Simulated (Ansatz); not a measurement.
The system is TiO2.

```
Ti O
1.0
     6.15358   -1.88347    0.00000
     6.15358    1.88347    0.00000
    -1.92833    0.00000    6.32897
Ti O
4 8
Direct
  0.90007 0.90007 0.28960
  0.19529 0.19529 0.28376
  0.09993 0.09993 0.71040
  0.80471 0.80471 0.71624
  0.36193 0.36193 0.29340
  0.26349 0.26349 0.65250
  0.86719 0.86719 0.99529
  0.73651 0.73651 0.34750
  0.94165 0.94165 0.63002
  0.13281 0.13281 0.00471
  0.63807 0.63807 0.70660
  0.05835 0.05835 0.36998
```

The cell comes from a database or a generator and needn't be the stable form of this composition.

```yaml
Program: Ansatz 0.2.0
Task: relaxation of cell and atoms
Functional: BLYP
Dispersion: D4
Potentials_or_basis: Ansatz PAW
Cutoff: "420 eV (not typed: the program's choice for these potentials)"
k_mesh: 8 × 8 × 4
Occupations: fermi-dirac, width 0.05 eV
Spin: no spin polarisation
```

At the start: volume 12.23 Å³/atom.

**Question.** How do energy, volume and symmetry change on relaxing?

**Answer.** It ends after 10 steps and the volume is 12.08 Å³/atom (-1.2 %); space group C2/m (No. 12, to 0.05 Å).

The path:
```tsv
step	energy change (eV)	largest force (eV/Å)	volume (Å³)
1	0.0000	0.3308	146.71
2	-0.0259	0.1873	145.47
3	-0.0384	0.0555	144.75
4	-0.0388	0.0967	145.02
5	-0.0397	0.0446	144.97
6	-0.0396	0.0226	145.01
7	-0.0397	0.0035	145.00
8	-0.0324	0.0036	145.00
9	-0.0328	0.0024	144.93
10	-0.0324	0.0024	144.93
```

Final structure:
```xyz
12
Lattice="6.1186 -1.8638 -0.0151 6.1186 1.8638 -0.0151 -1.9329 0.0000 6.3592" Properties=species:S:1:pos:R:3 pbc="T T T"
Ti   10.4554    0.0000    1.8063
Ti    1.8136    0.0000    1.7679
Ti   -0.1510    0.0000    4.5228
Ti    8.4907    0.0000    4.5611
O     3.8556    0.0000    1.8485
O     1.9811    0.0000    4.1710
O     8.7113    0.0000    6.3170
O     8.3232    0.0000    2.1581
O    10.3056    0.0000    3.9731
O     1.5931    0.0000    0.0120
O     6.4488    0.0000    4.4805
O    -0.0013    0.0000    2.3560
```

Caveat: the plane-wave basis is chosen anew once the cell has moved, so the energies of steps on either side of that aren't comparable; the pressure holds a Pulay correction of +0.8 GPa for the finite cutoff; the PAW data sets come from PBE, with cores solved anew for the run's functional, which leaves a small shift of forces and pressure.
